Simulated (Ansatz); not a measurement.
**NaI: the band gap up the ladder of functionals**

One table from this session's results is given with a row withheld; the runs are named, their logs left out.

Code: Ansatz 0.2.0. PAW datasets, plane waves. The cell comes from a prototype generator: it can be a known phase or a hypothetical one. Spin polarisation is off.

### The structure to begin with

The cell was relaxed beforehand with r2SCAN.

The symmetry is Pm-3m (No. 221, cubic); a = 4.041 Å in the conventional setting, 32.98 Å³ an atom. Around Na lie 8 I at 3.50 Å; around I lie 8 Na at 3.50 Å.

Coordinates:

```xyz
2
Lattice="4.0405 0.0000 0.0000 0.0000 4.0405 0.0000 0.0000 0.0000 4.0405" Properties=species:S:1:pos:R:3 pbc="T T T"
Na    0.0000    0.0000    0.0000
I     2.0203    2.0203    2.0203
```

The first run:

Contents of input.yaml:

```yaml
crystal:
  lattice:
    - [4.0405366006, 0.0, 0.0]
    - [0.0, 4.0405366006, 0.0]
    - [0.0, 0.0, 4.0405366006]
  atoms:
    - { symbol: Na, position: [0.0, 0.0, 0.0] }
    - { symbol: I, position: [0.5, 0.5, 0.5] }
kpoints:
  mp_grid: { grid: [6, 6, 6] }
  band_path:
    path:
      - [[0.0, 0.0, 0.0], [7.290172560742e-51, 0.5, -3.206793120342e-68], [0.5, 0.5, -1.19163005732e-34], [0.0, 0.0, 0.0], [0.5, 0.5, 0.5], [7.290172560742e-51, 0.5, -3.206793120342e-68]]
      - [[0.5, 0.5, 0.5], [0.5, 0.5, -1.19163005732e-34]]
    npoints: 10
hamiltonian:
  xc: pbe
scf:
  occupations: { method: fermi_dirac, width: 0.02 }
  n_extra_bands: 4
output:
  forces: true
  stress: true
  eigenvalues: true
```

The run is started by

```
$ ansatz run input.yaml --threads 2 --pin off --max-ram 2211MiB --backend cpu --events-out ev --progress --plain --runs-dir out
```

Among the steps run: Band structure with PBE; r2SCAN; HSE06 at the same geometry; PBE+SOC at the same geometry; PBE0 at the same geometry; LDA at the same geometry; Quasiparticle levels, G0W0@PBE; DDH-PBE0 at the same geometry; HSE06+SOC at the same geometry; Hartree-Fock at the same geometry; Single point with r2SCAN0.

One table of the session follows, with a row left open; its other results are not shown here.

| level | gap (eV) |
| --- | --- |
| PBE | 2.30 |
| r2SCAN | ? |
| HSE06 | 3.24 |
| PBE+SOC | 2.27 |
| PBE0 | 3.91 |
| LDA | 2.04 |
| G0W0@PBE (196 empty bands) | 3.96 |
| G0W0@PBE (488 empty bands) | 4.06 |
| DDH-PBE0 | 4.03 |
| HSE06+SOC | 3.21 |
| Hartree-Fock | 9.19 |
| r2SCAN0 | 4.36 |

Q: Estimate the row for r2SCAN from the others.

As computed: gap (eV): 3.06. In the column «gap (eV)» it lies between PBE (2.30) and HSE06+SOC (3.21).

Meshes: PBE 6×6×6, r2SCAN 6×6×6, HSE06 4×4×4, PBE+SOC 6×6×6, PBE0 4×4×4, LDA 6×6×6, DDH-PBE0 4×4×4, HSE06+SOC 4×4×4, Hartree-Fock 4×4×4, r2SCAN0 4×4×4

What this shows: The gap runs from 2.04 eV (LDA) to 9.19 eV (Hartree-Fock). Against G0W0@PBE, PBE is short by 1.76 eV, at 57 % of it, and r2SCAN 75 %. PBE0 lies 0.67 eV above HSE06, which differs from it by screening the long-range exchange. Hartree-Fock lies above G0W0@PBE by 5.1 eV. The G0W0 figures hold for the stated bands, cutoff and mesh and aren't extrapolated.

To keep in mind: Warnings in the runs' records: stress exchange threshold loose, stress scf threshold loose.
